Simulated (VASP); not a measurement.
# HC60N3 (a cell with a defect) in VASP: further runs

Aim: see how the results for HC60N3 (a cell with a defect) move with the level of theory and the settings. Levels: PBE, LDA, r2SCAN. Tasks: single point.

Everything below comes from runs of VASP 6.6.1. Logs are shortened: lines on timing, memory, paths and dates and some standing lists are left out, and cuts for length are marked.

## (1) The structure

The cell holds a defect, 64 atoms: a = 7.140 Å, b = 7.140 Å, c = 7.140 Å, α = 90.00°, β = 90.00°, γ = 90.00°.

The cell was built by a generator and needn't be a form met in nature.

## (2) Single point, PBE

The input, INCAR:

```
SYSTEM = HC60N3
PREC = Accurate
ENCUT = 520
EDIFF = 1E-6
ISMEAR = 0
SIGMA = 0.03
LREAL = .FALSE.
LASPH = .TRUE.
NELM = 60
ALGO = Normal
ISIF = 2
LWAVE = .FALSE.
LCHARG = .TRUE.
GGA = PE
LELF = .TRUE.
LVHAR = .TRUE.
NBANDS = 166
```

The input, KPOINTS:

```
regular mesh
0
G
  2 2 2
  0 0 0
```

The input, POSCAR:

```
HC60N3
1.0
    7.1400000000      0.0000000000      0.0000000000
    0.0000000000      7.1400000000      0.0000000000
    0.0000000000      0.0000000000      7.1400000000
H C N
1 60 3
Direct
    0.5245286500      0.5245286500      0.5245286500
    0.6319130000      0.6319130000      0.6319130000
    0.5014860000      0.7507060000      0.7507060000
    0.7507060000      0.5014860000      0.7507060000
    0.7507060000      0.7507060000      0.5014860000
    0.4950870000      0.2505090000      0.7494590000
    0.4950870000      0.7494590000      0.2505090000
    0.2505090000      0.4950870000      0.7494590000
    0.7494590000      0.4950870000      0.2505090000
    0.2505090000      0.7494590000      0.4950870000
    0.7494590000      0.2505090000      0.4950870000
    0.6235760000      0.3759650000      0.8734240000
    0.6235760000      0.8734240000      0.3759650000
    0.3759650000      0.6235760000      0.8734240000
    0.8734240000      0.6235760000      0.3759650000
    0.3759650000      0.8734240000      0.6235760000
    0.8734240000      0.3759650000      0.6235760000
    0.5050870000      0.2510410000      0.2510410000
    0.2510410000      0.5050870000      0.2510410000
    0.2510410000      0.2510410000      0.5050870000
    0.1273950000      0.6227350000      0.6227350000
    0.6227350000      0.1273950000      0.6227350000
    0.6227350000      0.6227350000      0.1273950000
    0.9999620000      0.4999560000      0.4999560000
    0.4999560000      0.9999620000      0.4999560000
    0.4999560000      0.4999560000      0.9999620000
    0.1278200000      0.3773090000      0.3773090000
    0.3773090000      0.1278200000      0.3773090000
    0.3773090000      0.3773090000      0.1278200000
    0.6239330000      0.8758650000      0.8758650000
    0.8758650000      0.6239330000      0.8758650000
    0.8758650000      0.8758650000      0.6239330000
    0.0011195000      0.7494200000      0.7494200000
    0.7494200000      0.0011195000      0.7494200000
    0.7494200000      0.7494200000      0.0011195000
    0.1237350000      0.3750450000      0.8761320000
    0.1237350000      0.8761320000      0.3750450000
    0.3750450000      0.1237350000      0.8761320000
    0.8761320000      0.1237350000      0.3750450000
    0.3750450000      0.8761320000      0.1237350000
    0.8761320000      0.3750450000      0.1237350000
    0.9987500000      0.2495250000      0.7493430000
    0.9987500000      0.7493430000      0.2495250000
    0.2495250000      0.9987500000      0.7493430000
    0.7493430000      0.9987500000      0.2495250000
    0.2495250000      0.7493430000      0.9987500000
    0.7493430000      0.2495250000      0.9987500000
    0.1237820000      0.1237820000      0.6246850000
    0.1237820000      0.6246850000      0.1237820000
    0.6246850000      0.1237820000      0.1237820000
    0.0017403000      0.2503660000      0.2503660000
    0.2503660000      0.0017403000      0.2503660000
    0.2503660000      0.2503660000      0.0017403000
    0.1249420000      0.8743930000      0.8743930000
    0.8743930000      0.1249420000      0.8743930000
    0.8743930000      0.8743930000      0.1249420000
    0.9999680000      0.9999680000      0.4998950000
    0.9999680000      0.4998950000      0.9999680000
    0.4998950000      0.9999680000      0.9999680000
    0.1254050000      0.1254050000      0.1254050000
    0.9997840000      0.9997840000      0.9997840000
    0.6351560000      0.3648080000      0.3648080000
    0.3648080000      0.6351560000      0.3648080000
    0.3648080000      0.3648080000      0.6351560000
```

Potentials or basis: VASP PAW PBE potentials, release 64 (H, C, N).

On the command line:

```bash
$ cat potpaw_PBE.64/H/POTCAR potpaw_PBE.64/C/POTCAR potpaw_PBE.64/N/POTCAR > POTCAR
$ mpirun -np 1 vasp_std > vasp.out
```

OUTCAR:

```text
SYSTEM = HC60N3
   PREC = Accurate
   ENCUT = 520
   EDIFF = 1E-6
   ISMEAR = 0
   LREAL = .FALSE.
   LASPH = .TRUE.
   NELM = 60
   ISIF = 2
   GGA = PE

 ion  position               nearest neighbor table
   1  0.525  0.525  0.525-   2 1.33
   2  0.632  0.632  0.632-   1 1.33   3 1.52   4 1.52   5 1.52
   3  0.501  0.751  0.751-   2 1.52  30 1.54  16 1.55  14 1.55
   4  0.751  0.501  0.751-   2 1.52  31 1.54  17 1.55  12 1.55
   5  0.751  0.751  0.501-   2 1.52  32 1.54  15 1.55  13 1.55
   6  0.495  0.251  0.749-  64 1.48  38 1.54  22 1.56  12 1.56
   7  0.495  0.749  0.251-  63 1.48  40 1.54  23 1.56  13 1.56
[... 52 lines left out ...]
  60  0.125  0.125  0.125-  51 1.54  52 1.54  53 1.54  61 1.55
  61  1.000  1.000  1.000-  54 1.55  55 1.55  56 1.55  60 1.55
  62  0.635  0.365  0.365-  18 1.48  11 1.48   9 1.48
  63  0.365  0.635  0.365-  19 1.48  10 1.48   7 1.48
  64  0.365  0.365  0.635-  20 1.48   8 1.48   6 1.48

  LATTYP: Found a simple cubic cell.
 ALAT       =     7.1400000000

  Lattice vectors:

 A1 = (   7.1400000000,   0.0000000000,   0.0000000000)
 A2 = (   0.0000000000,   7.1400000000,   0.0000000000)
 A3 = (   0.0000000000,   0.0000000000,   7.1400000000)

Analysis of symmetry for initial positions (statically):
=====================================================================
 Subroutine PRICEL returns:
 Original cell was already a primitive cell.

 Routine SETGRP: Setting up the symmetry group for a
 simple cubic supercell.

 Subroutine GETGRP returns: Found  6 space group operations
 (whereof  6 operations were pure point group operations)
 out of a pool of 48 trial point group operations.

The static configuration has the point symmetry C_3v.

Analysis of symmetry for dynamics (positions and initial velocities):
=====================================================================
 Subroutine PRICEL returns:
 Original cell was already a primitive cell.

 Routine SETGRP: Setting up the symmetry group for a
 simple cubic supercell.

 Subroutine GETGRP returns: Found  6 space group operations
 (whereof  6 operations were pure point group operations)
 out of a pool of 48 trial point group operations.

The dynamic configuration has the point symmetry C_3v.

 Subroutine INISYM returns: Found  6 space group operations
 (whereof  6 operations are pure point group operations),
 and found     1 'primitive' translations

----------------------------------------------------------------------------------------

                                     Primitive cell

  volume of cell :     363.9943

  direct lattice vectors                    reciprocal lattice vectors
     7.140000000  0.000000000  0.000000000     0.140056022  0.000000000  0.000000000
     0.000000000  7.140000000  0.000000000     0.000000000  0.140056022  0.000000000
     0.000000000  0.000000000  7.140000000     0.000000000  0.000000000  0.140056022

  length of vectors
     7.140000000  7.140000000  7.140000000     0.140056022  0.140056022  0.140056022

  position of ions in fractional coordinates (direct lattice)
     0.524528650  0.524528650  0.524528650
     0.631913000  0.631913000  0.631913000
     0.501486000  0.750706000  0.750706000
     0.750706000  0.501486000  0.750706000
     0.750706000  0.750706000  0.501486000
     0.495087000  0.250509000  0.749459000
[... 56 lines left out ...]
     0.364808000  0.635156000  0.364808000
     0.364808000  0.364808000  0.635156000

  ion indices of the primitive-cell ions
   primitive index   ion index
                 1           1
                 2           2
                 3           3
                 4           4
                 5           5
                 6           6
[... 56 lines left out ...]
                63          63
                64          64

----------------------------------------------------------------------------------------

 KPOINTS: regular mesh

Automatic generation of k-mesh.
 Grid dimensions read from file:
 generate k-points for:    2    2    2

 Generating k-lattice:

[... 43 lines left out ...]
  energy-cutoff  :      520.00
  volume of cell :      363.99
 maximum number of plane-waves:      9808
 NGX is ok and might be reduce to    54
   NGX = 27   NGY = 27   NGZ = 27

 number of electron     256.0000002 magnetization

 Free energy of the ion-electron system (eV)
  ---------------------------------------------------
  ext. energy  EPLUGINS =         0.00000000
  ---------------------------------------------------
  free energy    TOTEN  =      -569.87164447 eV

  energy without entropy =     -569.87164447  energy(sigma->0) =     -569.87164447

 E-fermi :  10.1660     XC(G=0): -13.1765

 val. band max:        9.9979362646   @ k =   0.0000   0.0000   0.0000
 cond. band min:      13.5039709039   @ k =   0.5000   0.0000   0.0000
 fundamental gap:      3.5060346393
 Fermi energy:        10.1659607869

 k-point     1 :       0.0000    0.0000    0.0000
  band No.  band energies     occupation
      1     -12.2594      2.00000
      2     -10.6511      2.00000
      3     -10.6511      2.00000
      4     -10.1857      2.00000
      5      -9.7618      2.00000
      6      -9.7618      2.00000
[... 132 lines left out ...]
    139      14.3393      0.00000
    140      14.4843      0.00000

 k-point     2 :       0.5000    0.0000    0.0000
  band No.  band energies     occupation
      1     -11.8517      2.00000
      2     -11.5859      2.00000
      3     -10.5397      2.00000
      4     -10.0486      2.00000
      5      -9.5781      2.00000
      6      -9.2387      2.00000
[... 132 lines left out ...]
    139      16.0192      0.00000
    140      16.0859      0.00000

 k-point     3 :       0.5000    0.5000    0.0000
  band No.  band energies     occupation
      1     -11.4877      2.00000
      2     -11.3060      2.00000
      3     -11.1432      2.00000
      4     -10.7602      2.00000
      5      -9.8368      2.00000
      6      -9.4069      2.00000
[... 132 lines left out ...]
    139      15.8237      0.00000
    140      15.9159      0.00000

 k-point     4 :       0.5000    0.5000    0.5000
  band No.  band energies     occupation
      1     -11.1933      2.00000
      2     -11.0693      2.00000
      3     -11.0693      2.00000
      4     -10.3125      2.00000
      5     -10.2604      2.00000
      6     -10.2604      2.00000
[... 132 lines left out ...]
    139      15.4710      0.00000
    140      15.4714      0.00000
 [bands above 140 left out]

------------------------ aborting loop because EDIFF is reached ----------------------------------------

  FORCE on cell =-STRESS in cart. coord.  units (eV):
  Direction    XX          YY          ZZ          XY          YZ          ZX
  --------------------------------------------------------------------------------------
  -------------------------------------------------------------------------------------
  Total        1.0446381      1.0446381      1.0446381     -2.6782744     -2.6782744     -2.6782744
  in kB        4.5981358      4.5981358      4.5981358    -11.7888384    -11.7888384    -11.7888384
  external PRESSURE =       4.5981358 kB  Pullay stress =       0.0000000 kB

 VOLUME and BASIS-vectors are now :
 -----------------------------------------------------------------------------
  energy-cutoff  :      520.00
  volume of cell :      363.99
      direct lattice vectors                 reciprocal lattice vectors
     7.140000000  0.000000000  0.000000000     0.140056022  0.000000000  0.000000000
     0.000000000  7.140000000  0.000000000     0.000000000  0.140056022  0.000000000
     0.000000000  0.000000000  7.140000000     0.000000000  0.000000000  0.140056022

 POSITION                                       TOTAL-FORCE (eV/Angst)
 -----------------------------------------------------------------------------------
      3.74513      3.74513      3.74513         2.332195      2.332195      2.332195
      4.51186      4.51186      4.51186        -1.851128     -1.851128     -1.851128
      3.58061      5.36004      5.36004         0.095444     -0.210025     -0.210025
      5.36004      3.58061      5.36004        -0.210025      0.095444     -0.210025
      5.36004      5.36004      3.58061        -0.210025     -0.210025      0.095444
      3.53492      1.78863      5.35114         0.084008     -0.024699      0.046442
[... 56 lines left out ...]
      2.60473      4.53501      2.60473        -0.078759     -0.102385     -0.078759
      2.60473      2.60473      4.53501        -0.078759     -0.078759     -0.102385
 -----------------------------------------------------------------------------------
    total drift:                                0.000049      0.000049      0.000045

  FREE ENERGIE OF THE ION-ELECTRON SYSTEM (eV)
  ---------------------------------------------------
  free  energy   TOTEN  =      -569.8716444746 eV

  energy  without entropy=     -569.8716444746  energy(sigma->0) =     -569.87164447
```

It took 13 min on 1 thread of Intel Xeon Platinum 8259CL at 2.50GHz (Skylake/Cascade Lake), shared host; peak memory 0.49 GiB.

What came out:

```
Free energy            : -569.8716 eV
Pressure               : 0.5 GPa
Largest force          : 4.039 eV/Å
Band gap on the k mesh : 3.51 eV, indirect (least direct gap 3.56 eV)
```

Forces on the atoms (eV/Å):
```
H    2.332  2.332  2.332
C   -1.851 -1.851 -1.851
C    0.095 -0.210 -0.210
C   -0.210  0.095 -0.210
C   -0.210 -0.210  0.095
C    0.084 -0.025  0.046
C    0.084  0.046 -0.025
C   -0.025  0.084  0.046
C    0.046  0.084 -0.025
C   -0.025  0.046  0.084
C    0.046 -0.025  0.084
C    0.022  0.019  0.001
C    0.022  0.001  0.019
C    0.019  0.022  0.001
C    0.001  0.022  0.019
C    0.019  0.001  0.022
C    0.001  0.019  0.022
C   -0.012 -0.088 -0.088
C   -0.088 -0.012 -0.088
C   -0.088 -0.088 -0.012
C   -0.003 -0.011 -0.011
C   -0.011 -0.003 -0.011
C   -0.011 -0.011 -0.003
C   -0.023  0.000  0.000
C    0.000 -0.023  0.000
C    0.000  0.000 -0.023
C    0.000  0.010  0.010
C    0.010  0.000  0.010
C    0.010  0.010  0.000
C   -0.023  0.039  0.039
C    0.039 -0.023  0.039
C    0.039  0.039 -0.023
C   -0.011  0.005  0.005
C    0.005 -0.011  0.005
C    0.005  0.005 -0.011
C    0.007 -0.020 -0.017
C    0.007 -0.017 -0.020
C   -0.020  0.007 -0.017
C   -0.017  0.007 -0.020
C   -0.020 -0.017  0.007
C   -0.017 -0.020  0.007
C   -0.004 -0.009 -0.017
C   -0.004 -0.017 -0.009
C   -0.009 -0.004 -0.017
C   -0.017 -0.004 -0.009
C   -0.009 -0.017 -0.004
C   -0.017 -0.009 -0.004
C    0.011  0.011  0.008
C    0.011  0.008  0.011
C    0.008  0.011  0.011
C    0.007 -0.006 -0.006
C   -0.006  0.007 -0.006
C   -0.006 -0.006  0.007
C    0.005 -0.001 -0.001
C   -0.001  0.005 -0.001
C   -0.001 -0.001  0.005
C    0.018  0.018  0.038
C    0.018  0.038  0.018
C    0.038  0.018  0.018
C   -0.007 -0.007 -0.007
C   -0.003 -0.003 -0.003
N   -0.102 -0.079 -0.079
N   -0.079 -0.102 -0.079
N   -0.079 -0.079 -0.102
```

Levels at points of the mesh, in eV from the valence-band top:
| k point | band 125 | band 126 | band 127 | band 128 | band 129 | band 130 | band 131 | band 132 |
| --- | --- | --- | --- | --- | --- | --- | --- | --- |
| (0.00, 0.00, 0.00) | -1.40 | -0.23 | -0.23 | 0.00 | 3.56 | 3.75 | 3.75 | 3.97 |
| (0.50, 0.00, 0.00) | -1.93 | -1.06 | -0.87 | -0.41 | 3.51 | 3.65 | 4.51 | 4.89 |
| (0.50, 0.50, 0.00) | -1.35 | -1.29 | -0.57 | -0.23 | 4.85 | 4.88 | 5.10 | 5.32 |
| (0.50, 0.50, 0.50) | -2.17 | -0.73 | -0.73 | -0.22 | 4.75 | 4.75 | 4.93 | 5.28 |

Caveat: the k mesh is coarse (spacing up to 0.44 Å⁻¹), so the values aren't converged.

## (3) Single point, LDA

INCAR, as its differences from that of step 2:

```diff
@@ -13,3 +13,3 @@
 LCHARG = .TRUE.
-GGA = PE
+GGA = CA
 LELF = .TRUE.
```

KPOINTS is that of step 2.

POSCAR is that of step 2.

Potentials or basis: VASP PAW LDA potentials, release 64 (H, C, N).

On the command line:

```bash
$ cat potpaw_LDA.64/H/POTCAR potpaw_LDA.64/C/POTCAR potpaw_LDA.64/N/POTCAR > POTCAR
$ mpirun -np 1 vasp_std > vasp.out
```

It took 9.1 min on 1 thread of Intel Xeon Platinum 8259CL at 2.50GHz (Skylake/Cascade Lake), shared host; peak memory 0.41 GiB.

It converged, with:

| Item | Value |
| --- | --- |
| Free energy | -634.7868 eV |
| Pressure | -13.5 GPa |
| Largest force | 3.690 eV/Å |
| Band gap on the k mesh | 3.43 eV, indirect (least direct gap 3.48 eV) |

Forces in eV/Å, atoms in the order of the input:
```
H    2.130  2.130  2.130
C   -1.600 -1.600 -1.600
C    0.107 -0.211 -0.211
C   -0.211  0.107 -0.211
C   -0.211 -0.211  0.107
C    0.031  0.045 -0.024
C    0.031 -0.024  0.045
C    0.045  0.031 -0.024
C   -0.024  0.031  0.045
C    0.045 -0.024  0.031
C   -0.024  0.045  0.031
C    0.024  0.020  0.011
C    0.024  0.011  0.020
C    0.020  0.024  0.011
C    0.011  0.024  0.020
C    0.020  0.011  0.024
C    0.011  0.020  0.024
C    0.043 -0.015 -0.015
C   -0.015  0.043 -0.015
C   -0.015 -0.015  0.043
C   -0.015 -0.011 -0.011
C   -0.011 -0.015 -0.011
C   -0.011 -0.011 -0.015
C   -0.020  0.000  0.000
C    0.000 -0.020  0.000
C    0.000  0.000 -0.020
C   -0.011  0.010  0.010
C    0.010 -0.011  0.010
C    0.010  0.010 -0.011
C   -0.027  0.042  0.042
C    0.042 -0.027  0.042
C    0.042  0.042 -0.027
C   -0.012  0.006  0.006
C    0.006 -0.012  0.006
C    0.006  0.006 -0.012
C    0.009 -0.024 -0.019
C    0.009 -0.019 -0.024
C   -0.024  0.009 -0.019
C   -0.019  0.009 -0.024
C   -0.024 -0.019  0.009
C   -0.019 -0.024  0.009
C   -0.003 -0.009 -0.019
C   -0.003 -0.019 -0.009
C   -0.009 -0.003 -0.019
C   -0.019 -0.003 -0.009
C   -0.009 -0.019 -0.003
C   -0.019 -0.009 -0.003
C    0.012  0.012  0.014
C    0.012  0.014  0.012
C    0.014  0.012  0.012
C    0.005 -0.007 -0.007
C   -0.007  0.005 -0.007
C   -0.007 -0.007  0.005
C    0.004 -0.001 -0.001
C   -0.001  0.004 -0.001
C   -0.001 -0.001  0.004
C    0.019  0.019  0.041
C    0.019  0.041  0.019
C    0.041  0.019  0.019
C   -0.006 -0.006 -0.006
C   -0.004 -0.004 -0.004
N    0.065 -0.241 -0.241
N   -0.241  0.065 -0.241
N   -0.241 -0.241  0.065
```

Stress tensor (GPa, compression positive):
```
-13.54  -1.12  -1.12
 -1.12 -13.54  -1.12
 -1.12  -1.12 -13.54
```

Levels at points of the mesh, in eV from the valence-band top:
```csv
k point,band 124,band 125,band 126,band 127,band 128,band 129,band 130,band 131,band 132,band 133
"(0.00, 0.00, 0.00)",-1.76,-1.42,-0.26,-0.26,0.00,3.48,3.67,3.67,3.89,3.89
"(0.50, 0.00, 0.00)",-2.36,-1.92,-1.06,-0.89,-0.40,3.43,3.57,4.43,4.80,5.44
"(0.50, 0.50, 0.00)",-1.49,-1.38,-1.29,-0.60,-0.22,4.75,4.78,5.00,5.21,5.34
"(0.50, 0.50, 0.50)",-2.20,-2.20,-0.75,-0.75,-0.20,4.66,4.66,4.85,5.18,5.26
```

Caveat: the k mesh is coarse (spacing up to 0.44 Å⁻¹), so the values aren't converged.

(Part 1 of 2 ends here.)
